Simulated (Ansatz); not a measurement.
The system is PtS2.

```
Pt S
1.0
     3.54320    0.00000    0.00000
    -1.77160    3.06850    0.00000
     0.00000    0.00000    5.03880
Pt S
1 2
Direct
  0.00000 0.00000 0.00000
  0.66667 0.33333 0.77300
  0.33333 0.66667 0.22700
```

Base run:

| Quantity | Value |
| --- | --- |
| Program | Ansatz 0.2.0 |
| Functional | r2SCAN |
| Potentials or basis | Ansatz PAW |
| Cutoff | 500 eV (not typed: the program's choice for these potentials) |
| k mesh | 9 × 9 × 5 |
| Occupations | fermi-dirac, width 0.05 eV |
| Spin | no spin polarisation |

Its results: band gap on the k mesh 1.19 eV, indirect (least direct gap 1.26 eV); pressure 9.3 GPa; largest force 1.216 eV/Å.

Task: The run is repeated on the same cell with these changes: functional from r2SCAN to LDA; cutoff from 500 eV (not typed: the program's choice for these potentials) to 420 eV (not typed: the program's choice for these potentials). What comes out?

Result: Band gap on the k mesh 0.90 eV, indirect (least direct gap 0.95 eV); pressure 3.6 GPa; largest force 0.805 eV/Å.

r2SCAN gives the wider gap, since meta-GGAs in the generalised Kohn-Sham scheme recover part of the derivative discontinuity.

Caveats: spin-orbit coupling is left out, which moves the levels of the heavy elements; the PAW data sets come from PBE, with cores solved anew for the run's functional, which leaves a small shift of forces and pressure; forces of over 1 eV/Å show positions far from the minimum, so gaps and moduli don't describe the material at rest (some runs).
